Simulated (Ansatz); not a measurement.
BN (F-43m), random displacements

Method: DFT PBE, scalar-relativistic, plane waves, PAW in Ansatz. The runs took a 420 eV cutoff, a Γ-centred 6×6×6 mesh and Gaussian smearing (0.05 eV). No spin polarisation. Energies are free energies at this smearing, counted from the undisturbed cell; pressure is positive in compression.

Reference structure (as given, not relaxed at this level; this form isn't the usual structure):

```
B N
1.0
     3.62600    0.00000    0.00000
     0.00000   -3.62600    0.00000
     0.00000    0.00000   -3.62600
B N
4 4
Direct
  0.00000 0.50000 0.50000
  0.50000 0.00000 0.50000
  0.50000 0.50000 0.00000
  0.00000 0.00000 0.00000
  0.75000 0.75000 0.75000
  0.25000 0.25000 0.75000
  0.25000 0.75000 0.25000
  0.75000 0.25000 0.25000
```

After a displacement of all atoms with no net shift and a strain of the cell, the run gives ΔE = 310.3 meV/atom; stress (xx, yy, zz, yz, xz, xy; compression positive) (26.68, -39.88, 16.09, 17.65, 31.00, 11.99) GPa; gap on the mesh 2.12 eV.

| atom | Fx (eV/Å) | Fy | Fz |
| --- | --- | --- | --- |
| B1 | -2.154 | -1.658 | -0.226 |
| B2 | 3.146 | -1.034 | 1.366 |
| B3 | 2.148 | -3.294 | -2.710 |
| B4 | -2.887 | -0.911 | -1.732 |
| N5 | 0.952 | 2.317 | 1.378 |
| N6 | -1.559 | 2.322 | 1.770 |
| N7 | -2.913 | 1.575 | 1.932 |
| N8 | 3.268 | 0.683 | -1.778 |

Task: Which displacements (Å, in the unstrained cell) and strain were applied?

Result:
| atom | ux | uy | uz |
| --- | --- | --- | --- |
| B1 | 0.04 | 0.02 | 0.03 |
| B2 | -0.08 | 0.03 | -0.06 |
| B3 | -0.02 | 0.08 | 0.06 |
| B4 | 0.08 | 0.03 | 0.03 |
| N5 | -0.01 | -0.06 | -0.03 |
| N6 | 0.00 | -0.07 | -0.03 |
| N7 | 0.08 | -0.03 | -0.06 |
| N8 | -0.09 | 0.00 | 0.07 |
Strain (Voigt, engineering shear): (-0.0429, 0.0700, -0.0123, -0.0488, -0.0696, -0.0430).

Cost: 1 run of about 0.17 core-minutes, on Intel Xeon Platinum 8259CL (Skylake/Cascade Lake) (shared hosts).